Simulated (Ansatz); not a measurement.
# Rh: compression at zero temperature

The task here is to estimate one member of a computed series from the others.

Program: Ansatz 0.2.0. Level of theory: DFT r2SCAN, scalar-relativistic, plane waves, PAW. These are calculated values, not measurements.

1 further run of the same task is left out (set aside as unsound or not needed).

## The starting structure

It takes space group Fm-3m (No. 225, cubic). Conventional cell: a = 3.800 Å, b = 3.800 Å, c = 3.800 Å, α = 90.00°, β = 90.00°, γ = 90.00°. Around Rh (site symmetry m-3m) lie 12 Rh at 2.69 Å.

Structure file:

```xyz
1
Lattice="0.0000 1.9000 1.9000 1.9000 0.0000 1.9000 1.9000 1.9000 0.0000" Properties=species:S:1:pos:R:3 pbc="T T T"
Rh    0.0000    0.0000    0.0000
```

It goes back to an entry of the Materials Project.

It is the result of an earlier relaxation at this level (volume 13.72 Å³/atom; gap on the mesh: none (metal)).

Set-up of the first run:

input.yaml

```yaml
crystal:
  lattice:
    - [0.0, 1.9179068283, 1.9179068283]
    - [1.9179068283, 0.0, 1.9179068283]
    - [1.9179068283, 1.9179068283, 0.0]
  atoms:
    - { symbol: Rh, position: [0.0, 0.0, 0.0] }
basis:
  ecutwfc: 500
kpoints:
  mp_grid: { grid: [18, 18, 18] }
hamiltonian:
  xc: r2scan
scf:
  occupations: { method: gaussian, width: 0.1 }
output:
  forces: true
  stress: true
  eigenvalues: true
relax:
  adjacent_minimum: "off"
  f_tol: 0.008
  max_steps: 50
  cell: { stress_tol: 0.08, p_target: -3.0 }
```

On the command line:

```
ansatz run input.yaml --threads 1 --pin off --max-ram 2560MiB --backend cpu --events-out ev --progress --plain --runs-dir out
```

Steps of the session up to this table: Target pressure -3 GPa; Relaxing at 3 GPa; 8 GPa; 15 GPa; Relaxing at 30 GPa; Target pressure 60 GPa.

One table of the session follows, with a row left open; its other results are not shown here.

```
P (GPa)  V (Å³/atom)  a (Å)  b (Å)  c (Å)  ΔH (eV/atom)
     -3        13.87  2.697  2.697  2.697        -0.258
      0        13.72  2.687  2.687  2.687         0.000
      3            ?      ?      ?      ?             ?
      8        13.36  2.663  2.663  2.663         0.676
     15        13.09  2.645  2.645  2.645         1.253
     30        12.59  2.612  2.612  2.612         2.454
     60        11.85  2.559  2.559  2.559         4.736
```

Estimate the missing values for P (GPa) = 3.

Worked estimate for «V (Å³/atom)». A straight line through the neighbours (0, 13.72) and (8, 13.36) gives 13.72 + (13.36 − 13.72) × (3 − 0) / (8 − 0) = 13.59; a parabola fitted to 4 rows on both sides gives 13.58.

The run gave: V (Å³/atom): 13.58; a (Å): 2.678; b (Å): 2.678; c (Å): 2.678; ΔH (eV/atom): 0.255. In «V (Å³/atom)» the line misses by +0.01 and the parabola by 0.00.

ΔH is E + PV over the energy at zero pressure; a, b and c are the vectors of the computed cell. 
